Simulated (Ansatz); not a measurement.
# Si2C: the cost of one run

Program: Ansatz 0.2.0. Level of theory: DFT PBE, scalar-relativistic, plane waves, PAW. These are calculated values, not measurements.

## 1. Starting point

Symmetry: P-3m1, No. 164, trigonal system. The conventional cell has a = 2.731 Å, b = 2.731 Å, c = 6.689 Å, α = 90.00°, β = 90.00°, γ = 120.00°. Si (site symmetry 3m) has 3 C at 2.73 Å and 9 Si at 2.73 Å as nearest neighbours. C (site symmetry -3m) is surrounded by 6 Si at 2.73 Å and 6 C at 2.73 Å.

Structure file:

```xyz
3
Lattice="2.7309 0.0000 0.0000 -1.3655 2.3651 0.0000 0.0000 0.0000 6.6894" Properties=species:S:1:pos:R:3 pbc="T T T"
Si    0.0000    1.5767    4.4596
Si    1.3655    0.7884    2.2298
C     0.0000    0.0000    0.0000
```

The start is an ordering of an alloy on its end members' structure types: elements ordered on the sites of the Mo type, Si/C on Mo (P-3m1, No. 164).

## 2. Probe: one point on a coarse mesh

input.yaml

```yaml
crystal:
  lattice:
    - [2.73094664, 0.0, 0.0]
    - [-1.36547332, 2.36506916, 0.0]
    - [0.0, 0.0, 6.68942577]
  atoms:
    - { symbol: Si, position: [0.33333333, 0.66666667, 0.66666667] }
    - { symbol: Si, position: [0.66666667, 0.33333333, 0.33333333] }
    - { symbol: C, position: [0.0, 0.0, 0.0] }
basis:
  ecutwfc: 420
kpoints:
  mp_grid: { grid: [6, 6, 4] }
hamiltonian:
  xc: pbe
scf:
  occupations: { method: gaussian, width: 0.1 }
  lower_state_search: "off"
output:
  forces: true
  stress: true
  eigenvalues: true
```

The run is started by

```sh
$ ansatz run input.yaml --threads 1 --pin off --max-ram 2560MiB --backend cpu --events-out ev --progress --plain --runs-dir out
```

**Question.** How long does this run take on 1 thread of Arm Neoverse V1, shared host, and how much memory does it need?

About 1.1 s, with a peak of 0.27 GiB.
